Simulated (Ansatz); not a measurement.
# Ga: relativity, spin-orbit coupling and the nucleus

Aim: hold the cell of Ga and change the physics step by step: no relativity; spin-orbit coupling on.

Computed with Ansatz 0.2.0 (DFT, at the level named in each step, unless a step's input says otherwise).

### Step 1. The starting structure

Symmetry: I4/mmm, No. 139, tetragonal system. The conventional cell has a = 2.808 Å, b = 2.808 Å, c = 4.458 Å, α = 90.00°, β = 90.00°, γ = 90.00°. Around Ga (site symmetry 4/mmm) lie 12 Ga at 2.81 to 2.99 Å.

Structure file:

```cif
data_structure
_symmetry_space_group_name_H-M 'P 1'
_symmetry_Int_Tables_number 1
_cell_length_a 2.9851
_cell_length_b 2.9851
_cell_length_c 2.9851
_cell_angle_alpha 123.888
_cell_angle_beta 123.888
_cell_angle_gamma 83.388
_cell_volume 17.58
loop_
_atom_site_label
_atom_site_type_symbol
_atom_site_fract_x
_atom_site_fract_y
_atom_site_fract_z
_atom_site_occupancy
Ga1 Ga 0.00000 0.00000 0.00000 1
```

The geometry is a database entry used as it stands. It may stem from high pressure or temperature, or be incomplete, so it serves as a test cell.

### Step 2. No relativity, LAPW

input.yaml

```yaml
crystal:
  lattice:
    - [-1.404, 1.404, 2.229]
    - [1.404, -1.404, 2.229]
    - [1.404, 1.404, -2.229]
  atoms:
    - { symbol: Ga, position: [0.0, 0.0, 0.0] }
kpoints:
  mp_grid: { grid: [14, 14, 16] }
  band_path:
    path:
      - [0.0, 0.0, 0.0]
      - [0.0, 0.0, 0.5]
      - [0.25, 0.25, 0.25]
      - [0.0, 0.5, 0.0]
      - [0.0, 0.0, 0.0]
      - [0.5, 0.5, -0.5]
      - [0.3491868475, 0.6508131525, -0.3491868475]
      - [-0.3491868475, 0.3491868475, 0.3491868475]
      - [0.0, 0.0, 0.0]
    npoints: 5
scf:
  occupations: { method: fermi_dirac, width: 0.05 }
hamiltonian:
  xc: pbe
  pseudopotentials:
    kind: all_electron
    lapw: { basis_error: 0.00025 }
    relativity: none
output:
  forces: true
  stress: true
  eigenvalues: true
```

### Step 3. Spin-orbit coupling on, LAPW

input.yaml: that of step 2 with these lines changed.

```diff
@@ -25,6 +25,3 @@
   xc: pbe
-  pseudopotentials:
-    kind: all_electron
-    lapw: { basis_error: 0.00025 }
-    relativity: none
+  pseudopotentials: { kind: all_electron, lapw: { basis_error: 0.00025 } }
 output:
@@ -33 +30,4 @@
   eigenvalues: true
+magnetization:
+  noncollinear: true
+  spin_orbit: true
```

### Step 4. Spin-orbit coupling on, PAW

input.yaml: that of step 3 with these lines changed.

```diff
@@ -25,3 +25,3 @@
   xc: pbe
-  pseudopotentials: { kind: all_electron, lapw: { basis_error: 0.00025 } }
+  pseudopotentials: { kind: paw_fr }
 output:
@@ -30,2 +30,3 @@
   eigenvalues: true
+  efg: { contact_densities: true }
 magnetization:
```

(Steps that only read results are left out.)

Q: Predict the outcome of this session. Wanted: pressure, no relativity, LAPW; pressure, spin-orbit coupling on, LAPW.

**Answer**, as computed:

```
                              quantity     value
         pressure, no relativity, LAPW  4.39 GPa
pressure, spin-orbit coupling on, LAPW  4.30 GPa
```

What this shows: Going from no relativity to the run with spin-orbit coupling (scalar and spin-orbit effects together) moves the pressure by -0.09 GPa; the heaviest element has Z = 31. With spin-orbit coupling: in pressure, PAW differs from LAPW by -0.02 GPa. The k mesh doesn't keep the crystal's whole symmetry, which leaves small spurious terms.
